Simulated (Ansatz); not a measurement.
Zincblende BaS, relaxed with r2SCAN, was run in the plane-wave code Ansatz under altered settings. All numbers are computed, without spin polarisation but where a row says otherwise.

```xyz
2
Lattice="0.0000 3.5194 3.5194 3.5194 0.0000 3.5194 3.5194 3.5194 0.0000" Properties=species:S:1:pos:R:3 pbc="T T T"
Ba    0.0000    0.0000    0.0000
S     1.7597    1.7597    1.7597
```

The base run's other keys:
```yaml
kpoints:
  mp_grid: { grid: [4, 4, 4] }
hamiltonian:
  xc: hse06
scf:
  occupations: { method: fixed }
  n_extra_bands: 4
```

It takes 14 iterations with 1687 plane waves at 420 eV and 8 k points, and leaves a mean stress of -0.23 GPa. The gap over this mesh is 3.641 eV. It ran on 4 threads of Arm Neoverse N1 (shared host).

Outcomes, with energy and stress as changes against the base:
```csv
setting,outcome,ΔF (meV/atom),Δ mean stress (GPa),gap on the mesh (eV),iterations,wall time
"PBE hybrid, exx coeff 0.1, unscreened",converged,–,+0.1,3.374,10,14 s
"PBE hybrid, exx coeff 0.75, unscreened",converged,–,-0.3,7.718,17,18 s
"PBE hybrid, exx coeff 0.35, omega 0.3 1/Å",converged,–,-0.1,3.727,12,15 s
"PBE hybrid, exx coeff 0.05, unscreened",converged,–,+0.1,3.059,11,14 s
scf.mixing.preconditioner: none,converged,0.0,0.0,3.641,14,15 s
```
A dash marks a value that wasn't obtained or can't be compared. Stress is positive in compression. The base took 15 s.

- PBE hybrid, exx coeff 0.1, unscreened. That is 10 % exact exchange, at all ranges, against HSE06's 25 % screened at 0.208 1/Å. The mean stress moves by +0.1 GPa and the gap on the mesh by -0.267 eV (to 3.374). Totals of different functionals aren't comparable.
- PBE hybrid, exx coeff 0.75, unscreened. That is 75 % exact exchange, at all ranges, against HSE06's 25 % screened at 0.208 1/Å. The mean stress moves by -0.3 GPa and the gap on the mesh by +4.077 eV (to 7.718). Totals of different functionals aren't comparable.
- PBE hybrid, exx coeff 0.35, omega 0.3 1/Å. That is 35 % exact exchange, screened with ω = 0.3 1/Å, against HSE06's 25 % screened at 0.208 1/Å. The mean stress moves by -0.1 GPa and the gap on the mesh by +0.086 eV (to 3.727). Totals of different functionals aren't comparable.
- PBE hybrid, exx coeff 0.05, unscreened. That is 5 % exact exchange, at all ranges, against HSE06's 25 % screened at 0.208 1/Å. The mean stress moves by +0.1 GPa and the gap on the mesh by -0.583 eV (to 3.059). Totals of different functionals aren't comparable.

Within 1 meV an atom, 0.1 GPa and 0.005 eV of the base stay: scf.mixing.preconditioner: none.

The runs are scalar-relativistic, without spin-orbit coupling.

The program warns that its thresholds are loose for a hybrid's stress.

The meshes of the hybrids are coarse, so their gaps aren't converged to the digits shown.
